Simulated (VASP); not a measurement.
# TiTe (P6_3/mmc) in VASP: notebook

The runs below take TiTe through single point, with PBEsol.

Everything below comes from runs of VASP 6.6.1. Logs are shortened: lines on timing, memory, paths and dates and some standing lists are left out, and cuts for length are marked.

## (1) The structure

The structure is hexagonal, space group P6_3/mmc (No. 194). The conventional cell has a = 3.842 Å, b = 3.842 Å, c = 6.403 Å, α = 90.00°, β = 90.00°, γ = 120.00°. Around Te (site symmetry -6m2) lie 6 Ti at 2.74 Å. Around Ti (site symmetry -3m) lie 6 Te at 2.74 Å.

## (2) Single point, PBEsol

The input, INCAR:

```
PREC = Accurate
ENCUT = 400
EDIFF = 1E-6
ISMEAR = 0
SIGMA = 0.05
LREAL = F
LASPH = T
NELM = 100
ALGO = Normal
ISIF = 2
LWAVE = F
LCHARG = F
GGA = PS
NBANDS = 26
ADDGRID = F
```

The input, KPOINTS:

```
regular mesh
0
Gamma
  7 7 4
```

The input, POSCAR:

```
TiTe
1.0
    3.8420000000      0.0000000000      0.0000000000
   -1.9210000000      3.3272696013      0.0000000000
    0.0000000000      0.0000000000      6.4030000000
Te Ti
2 2
Direct
    0.6666666667      0.3333333333      0.7500000000
    0.3333333333      0.6666666667      0.2500000000
    0.0000000000      0.0000000000      0.5000000000
    0.0000000000      0.0000000000      0.0000000000
```

Potentials or basis: VASP PAW PBE potentials, release 64 (Te, Ti_sv).

The run is started by

```
> cat potpaw_PBE.64/Te/POTCAR potpaw_PBE.64/Ti_sv/POTCAR > POTCAR
> mpirun -np 1 vasp_std > vasp.out
```

OUTCAR:

```text
PREC = Accurate
   ENCUT = 400
   EDIFF = 1E-6
   ISMEAR = 0
   LREAL = F
   LASPH = T
   NELM = 100
   ISIF = 2
   GGA = PS

 Found     24 irreducible k-points:

 Following reciprocal coordinates:
            Coordinates               Weight
  0.000000  0.000000  0.000000      1.000000
  0.142857  0.000000  0.000000      6.000000
  0.285714  0.000000  0.000000      6.000000
  0.428571  0.000000  0.000000      6.000000
  0.142857  0.142857  0.000000      6.000000
  0.285714  0.142857  0.000000     12.000000
   k-points           NKPTS =     24   k-points in BZ     NKDIM =     24   number of bands    NBANDS=     26
   number of dos      NEDOS =    301   number of ions     NIONS =      4
   total plane-waves  NPLWV =  32928
   dimension x,y,z NGX =    28 NGY =   28 NGZ =   42
   dimension x,y,z NGXF=    56 NGYF=   56 NGZF=   84
   ions per type =               2   2
   NGX,Y,Z   is equivalent  to a cutoff of  12.12, 12.12, 10.90 a.u.
   NGXF,Y,Z  is equivalent  to a cutoff of  24.23, 24.23, 21.81 a.u.
 SYSTEM =  unknown system
   PREC   = accura    normal or accurate (medium, high low for compatibility)
   ISTART =      0    job   : 0-new  1-cont  2-samecut
   ICHARG =      2    charge: 1-file 2-atom 10-const
   ISPIN  =      1    spin polarized calculation?
   LNONCOLLINEAR =      F non collinear calculations
   LSORBIT =      F    spin-orbit coupling
   LASPH  =      T    aspherical Exc in radial PAW
   ENCUT  =  400.0 eV  29.40 Ry    5.42 a.u.   6.27  6.27 10.44*2*pi/ulx,y,z
   NELM   =    100;   NELMIN=  2; NELMDL= -5     # of ELM steps
   EDIFF  = 0.1E-05   stopping-criterion for ELM
   LREAL  =      F    real-space projection
   EDIFFG = 0.1E-04   stopping-criterion for IOM
   NSW    =      0    number of steps for IOM
   IBRION =     -1    ionic relax: 0-MD 1-quasi-New 2-CG
   NFREE  =      0    steps in history (QN), initial steepest desc. (CG)
   ISIF   =      2    stress and relaxation
   ISYM   =      2    0-nonsym 1-usesym 2-fastsym
   POTIM  = 0.5000    time-step for ionic-motion
   TEBEG  =    0.0;   TEEND  =   0.0 temperature during run
   PSTRESS=    0.0 pullay stress
   NELECT =      36.0000    total number of electrons
   NUPDOWN=      -1.0000    fix difference up-down
   EMIN   =  10.00;   EMAX   =-10.00  energy-range for DOS
   EFERMI =   0.00;   METHOD = LEGACY
   ISMEAR =     0;   SIGMA  =   0.05  broadening in eV -4-tet -1-fermi 0-gaus
   EFERMI_NEDOS =   21; number of points for ismear=-14 and -15
   IALGO  =     38    algorithm
   IMIX   =      4    mixing-type and parameters
     AMIX     =   0.40;   BMIX     =  1.00
     AMIX_MAG =   1.60;   BMIX_MAG =  1.00
  volume/ion in A,a.u.               =      20.46       138.09
  Fermi-wavevector in a.u.,A,eV,Ry     =   1.244991  2.352691 21.089049  1.550001
  Thomas-Fermi vector in A             =   2.379233
   LORBIT       =      0    0 simple, 1 ext, 2 COOP (PROOUT), +10 PAW based schemes
   GGA     = PS    functional components
   LHFCALC =     F    Hartree Fock is set to
   AEXX    =    0.0000 exact exchange contribution
   IVDW    =     0    specifies the selected vdW correction
   LEPSILON=     F    determine dielectric tensor
   LRPA    =     F    only Hartree local field effects (RPA)
 non-spin polarized calculation
 Gauss-broadening in eV      SIGMA  =   0.05
  energy-cutoff  :      400.00
  volume of cell :       81.85
 maximum number of plane-waves:      1521
 NGX is ok and might be reduce to    28
   NGX = 13   NGY = 13   NGZ = 21

 number of electron      36.0000001 magnetization

 Free energy of the ion-electron system (eV)
  ---------------------------------------------------
  ext. energy  EPLUGINS =         0.00000000
  ---------------------------------------------------
  free energy    TOTEN  =       -26.19937380 eV

  energy without entropy =      -26.19274981  energy(sigma->0) =      -26.19606181

 E-fermi :  10.0911     XC(G=0): -11.1622

 val. band max:       10.0815377442   @ k =   0.1429   0.1429   0.2500
 cond. band min:      10.1173280313   @ k =   0.4286   0.1429   0.0000
 fundamental gap:      0.0357902871
 Fermi energy:        10.0910830340

 k-point     1 :       0.0000    0.0000    0.0000
  band No.  band energies     occupation
      1     -46.9800      2.00000
      2     -46.9658      2.00000
      3     -23.4377      2.00000
      4     -23.4377      2.00000
      5     -23.4195      2.00000
      6     -23.4195      2.00000
[... 18 lines left out ...]
     25      13.0071      0.00000
     26      14.2108      0.00000

 k-point     2 :       0.1429    0.0000    0.0000
  band No.  band energies     occupation
      1     -46.9792      2.00000
      2     -46.9651      2.00000
      3     -23.4469      2.00000
      4     -23.4399      2.00000
      5     -23.4268      2.00000
      6     -23.4209      2.00000
[... 18 lines left out ...]
     25      12.8172      0.00000
     26      13.6827      0.00000

 k-point     3 :       0.2857    0.0000    0.0000
  band No.  band energies     occupation
      1     -46.9782      2.00000
      2     -46.9638      2.00000
      3     -23.4673      2.00000
      4     -23.4448      2.00000
      5     -23.4431      2.00000
      6     -23.4241      2.00000
[... 18 lines left out ...]
     25      12.7958      0.00000
     26      13.7249      0.00000

 k-point     4 :       0.4286    0.0000    0.0000
  band No.  band energies     occupation
      1     -46.9772      2.00000
      2     -46.9629      2.00000
      3     -23.4837      2.00000
      4     -23.4562      2.00000
      5     -23.4487      2.00000
      6     -23.4267      2.00000
[... 18 lines left out ...]
     25      13.1446      0.00000
     26      13.7303      0.00000

 k-point     5 :       0.1429    0.1429    0.0000
  band No.  band energies     occupation
      1     -46.9784      2.00000
      2     -46.9641      2.00000
      3     -23.4603      2.00000
      4     -23.4448      2.00000
      5     -23.4375      2.00000
      6     -23.4243      2.00000
[... 18 lines left out ...]
     25      12.4883      0.00000
     26      12.8657      0.00000

 k-point     6 :       0.2857    0.1429    0.0000
  band No.  band energies     occupation
      1     -46.9774      2.00000
      2     -46.9632      2.00000
      3     -23.4761      2.00000
      4     -23.4518      2.00000
      5     -23.4499      2.00000
      6     -23.4295      2.00000
[... 18 lines left out ...]
     25      13.0233      0.00000
     26      13.0291      0.00000

 [... further k-points ...]

------------------------ aborting loop because EDIFF is reached ----------------------------------------

  FORCE on cell =-STRESS in cart. coord.  units (eV):
  Direction    XX          YY          ZZ          XY          YZ          ZX
  --------------------------------------------------------------------------------------
  -------------------------------------------------------------------------------------
  Total        0.6372168      0.6372168      3.6665407      0.0000000      0.0000000      0.0000000
  in kB       12.4729433     12.4729433     71.7692226      0.0000000      0.0000000      0.0000000
  external PRESSURE =      32.2383697 kB  Pullay stress =       0.0000000 kB

 VOLUME and BASIS-vectors are now :
 -----------------------------------------------------------------------------
  energy-cutoff  :      400.00
  volume of cell :       81.85
      direct lattice vectors                 reciprocal lattice vectors
     3.842000000  0.000000000  0.000000000     0.260281104  0.150273365  0.000000000
    -1.921000000  3.327269601  0.000000000     0.000000000  0.300546730  0.000000000
     0.000000000  0.000000000  6.403000000     0.000000000  0.000000000  0.156176792

 POSITION                                       TOTAL-FORCE (eV/Angst)
 -----------------------------------------------------------------------------------
      1.92100      1.10909      4.80225         0.000000      0.000000      0.000000
     -0.00000      2.21818      1.60075        -0.000000      0.000000      0.000000
      0.00000      0.00000      3.20150         0.000000      0.000000      0.000000
      0.00000      0.00000      0.00000         0.000000      0.000000      0.000000
 -----------------------------------------------------------------------------------
    total drift:                                0.000000     -0.000000      0.000000

  FREE ENERGIE OF THE ION-ELECTRON SYSTEM (eV)
  ---------------------------------------------------
  free  energy   TOTEN  =       -26.1993738024 eV

  energy  without entropy=      -26.1927498112  energy(sigma->0) =      -26.19606181
```

Wall time 16 s (1 thread of Intel Xeon 6975P-C (Granite Rapids), shared host); peak memory 0.19 GiB.

These settings aren't checked as converged: the numbers below hold their error.

What came out:

```yaml
Free_energy: -26.1994 eV
Pressure: 3.2 GPa
Band_gap_on_the_k_mesh: none (metal or under the smearing width)
```

Caveat: the PAW data sets were made with another functional, which shifts forces and pressure a little.

## (3) Single point, PBEsol

Changes to INCAR since step 2:

```diff
@@ -1,3 +1,3 @@
 PREC = Accurate
-ENCUT = 400
+ENCUT = 450
 EDIFF = 1E-6
```

KPOINTS is that of step 2.

POSCAR is that of step 2.

Potentials or basis: VASP PAW PBE potentials, release 64 (Te, Ti_sv).

The run is started by

```
> cat potpaw_PBE.64/Te/POTCAR potpaw_PBE.64/Ti_sv/POTCAR > POTCAR
> mpirun -np 1 vasp_std > vasp.out
```

OUTCAR:

```text
PREC = Accurate
   ENCUT = 450
   EDIFF = 1E-6
   ISMEAR = 0
   LREAL = F
   LASPH = T
   NELM = 100
   ISIF = 2
   GGA = PS

 Found     24 irreducible k-points:

 Following reciprocal coordinates:
            Coordinates               Weight
  0.000000  0.000000  0.000000      1.000000
  0.142857  0.000000  0.000000      6.000000
  0.285714  0.000000  0.000000      6.000000
  0.428571  0.000000  0.000000      6.000000
  0.142857  0.142857  0.000000      6.000000
  0.285714  0.142857  0.000000     12.000000
   k-points           NKPTS =     24   k-points in BZ     NKDIM =     24   number of bands    NBANDS=     26
   number of dos      NEDOS =    301   number of ions     NIONS =      4
   total plane-waves  NPLWV =  37632
   dimension x,y,z NGX =    28 NGY =   28 NGZ =   48
   dimension x,y,z NGXF=    56 NGYF=   56 NGZF=   96
   ions per type =               2   2
   NGX,Y,Z   is equivalent  to a cutoff of  12.12, 12.12, 12.46 a.u.
   NGXF,Y,Z  is equivalent  to a cutoff of  24.23, 24.23, 24.93 a.u.
 SYSTEM =  unknown system
   PREC   = accura    normal or accurate (medium, high low for compatibility)
   ISTART =      0    job   : 0-new  1-cont  2-samecut
   ICHARG =      2    charge: 1-file 2-atom 10-const
   ISPIN  =      1    spin polarized calculation?
   LNONCOLLINEAR =      F non collinear calculations
   LSORBIT =      F    spin-orbit coupling
   LASPH  =      T    aspherical Exc in radial PAW
   ENCUT  =  450.0 eV  33.07 Ry    5.75 a.u.   6.65  6.65 11.08*2*pi/ulx,y,z
   NELM   =    100;   NELMIN=  2; NELMDL= -5     # of ELM steps
   EDIFF  = 0.1E-05   stopping-criterion for ELM
   LREAL  =      F    real-space projection
   EDIFFG = 0.1E-04   stopping-criterion for IOM
   NSW    =      0    number of steps for IOM
   IBRION =     -1    ionic relax: 0-MD 1-quasi-New 2-CG
   NFREE  =      0    steps in history (QN), initial steepest desc. (CG)
   ISIF   =      2    stress and relaxation
   ISYM   =      2    0-nonsym 1-usesym 2-fastsym
   POTIM  = 0.5000    time-step for ionic-motion
   TEBEG  =    0.0;   TEEND  =   0.0 temperature during run
   PSTRESS=    0.0 pullay stress
   NELECT =      36.0000    total number of electrons
   NUPDOWN=      -1.0000    fix difference up-down
   EMIN   =  10.00;   EMAX   =-10.00  energy-range for DOS
   EFERMI =   0.00;   METHOD = LEGACY
   ISMEAR =     0;   SIGMA  =   0.05  broadening in eV -4-tet -1-fermi 0-gaus
   EFERMI_NEDOS =   21; number of points for ismear=-14 and -15
   IALGO  =     38    algorithm
   IMIX   =      4    mixing-type and parameters
     AMIX     =   0.40;   BMIX     =  1.00
     AMIX_MAG =   1.60;   BMIX_MAG =  1.00
  volume/ion in A,a.u.               =      20.46       138.09
  Fermi-wavevector in a.u.,A,eV,Ry     =   1.244991  2.352691 21.089049  1.550001
  Thomas-Fermi vector in A             =   2.379233
   LORBIT       =      0    0 simple, 1 ext, 2 COOP (PROOUT), +10 PAW based schemes
   GGA     = PS    functional components
   LHFCALC =     F    Hartree Fock is set to
   AEXX    =    0.0000 exact exchange contribution
   IVDW    =     0    specifies the selected vdW correction
   LEPSILON=     F    determine dielectric tensor
   LRPA    =     F    only Hartree local field effects (RPA)
 non-spin polarized calculation
 Gauss-broadening in eV      SIGMA  =   0.05
  energy-cutoff  :      450.00
  volume of cell :       81.85
 maximum number of plane-waves:      1798
 NGX is ok and might be reduce to    28
   NGX = 13   NGY = 13   NGZ = 23

 number of electron      36.0000000 magnetization

 Free energy of the ion-electron system (eV)
  ---------------------------------------------------
  ext. energy  EPLUGINS =         0.00000000
  ---------------------------------------------------
  free energy    TOTEN  =       -26.20103783 eV

  energy without entropy =      -26.19438518  energy(sigma->0) =      -26.19771151

 E-fermi :  10.0899     XC(G=0): -11.1621

 val. band max:       10.0804336410   @ k =   0.1429   0.1429   0.2500
 cond. band min:      10.1158753396   @ k =   0.4286   0.1429   0.0000
 fundamental gap:      0.0354416986
 Fermi energy:        10.0898794331

 k-point     1 :       0.0000    0.0000    0.0000
  band No.  band energies     occupation
      1     -46.9846      2.00000
      2     -46.9700      2.00000
      3     -23.4377      2.00000
      4     -23.4377      2.00000
      5     -23.4195      2.00000
      6     -23.4195      2.00000
[... 18 lines left out ...]
     25      13.0063      0.00000
     26      14.2750      0.00000
[... 122 lines left out ...]
      4     -23.4518      2.00000
      5     -23.4499      2.00000
      6     -23.4295      2.00000
[... 18 lines left out ...]
     25      13.0216      0.00000
     26      13.0280      0.00000

 [... further k-points ...]

------------------------ aborting loop because EDIFF is reached ----------------------------------------

  FORCE on cell =-STRESS in cart. coord.  units (eV):
  Direction    XX          YY          ZZ          XY          YZ          ZX
  --------------------------------------------------------------------------------------
  -------------------------------------------------------------------------------------
  Total        0.6977564      0.6977564      3.7204640      0.0000000      0.0000000      0.0000000
  in kB       13.6579511     13.6579511     72.8247219      0.0000000      0.0000000      0.0000000
  external PRESSURE =      33.3802081 kB  Pullay stress =       0.0000000 kB

 VOLUME and BASIS-vectors are now :
 -----------------------------------------------------------------------------
  energy-cutoff  :      450.00
  volume of cell :       81.85
      direct lattice vectors                 reciprocal lattice vectors
     3.842000000  0.000000000  0.000000000     0.260281104  0.150273365  0.000000000
    -1.921000000  3.327269601  0.000000000     0.000000000  0.300546730  0.000000000
     0.000000000  0.000000000  6.403000000     0.000000000  0.000000000  0.156176792

 POSITION                                       TOTAL-FORCE (eV/Angst)
 -----------------------------------------------------------------------------------
      1.92100      1.10909      4.80225        -0.000000      0.000000      0.000000
     -0.00000      2.21818      1.60075         0.000000      0.000000      0.000000
      0.00000      0.00000      3.20150         0.000000      0.000000      0.000000
      0.00000      0.00000      0.00000         0.000000      0.000000      0.000000
 -----------------------------------------------------------------------------------
    total drift:                                0.000000     -0.000000      0.000000

  FREE ENERGIE OF THE ION-ELECTRON SYSTEM (eV)
  ---------------------------------------------------
  free  energy   TOTEN  =       -26.2010378341 eV

  energy  without entropy=      -26.1943851795  energy(sigma->0) =      -26.19771151
```

stdout:

```text
POSCAR found type information on POSCAR TeTi
 POSCAR found :  2 types and       4 ions
 scaLAPACK will be used
 -----------------------------------------------------------------------------
|                                                                             |
|                                                                             |
|     You enforced a specific xc type in the INCAR file but a different       |
|     I HOPE YOU KNOW WHAT YOU ARE DOING!                                     |
|                                                                             |
 -----------------------------------------------------------------------------

 LDA part: xc-table for (Slater+PW92), standard interpolation
 POSCAR, INCAR and KPOINTS ok, starting setup
 FFT: planning ... GRIDC
 FFT: planning ... GRID_SOFT
 FFT: planning ... GRID
 WAVECAR not read
 entering main loop
```

Run time: 18 s. Hardware: 1 thread of Intel Xeon 6975P-C (Granite Rapids), shared host; peak memory 0.2 GiB.

The run converged, but some of its settings lie outside the range that counts as converged, so its numbers aren't taken as properties of the crystal.

What came out:

* Free energy: -26.2010 eV
* Pressure: 3.3 GPa
* Band gap on the k mesh: none (metal or under the smearing width)

Caveat: the PAW data sets were made with another functional, which shifts forces and pressure a little.

## (4) For comparison

An earlier run on the cell as given: functional PBEsol; potentials or basis VASP PAW PBE potentials, release 64 (Te, Ti_sv); cutoff 520 eV; k mesh 8 × 8 × 4; occupations fermi-dirac, width 0.05 eV; no spin polarisation.

* Pressure: 3.5 GPa
* Band gap on the k mesh: none (metal or under the smearing width)
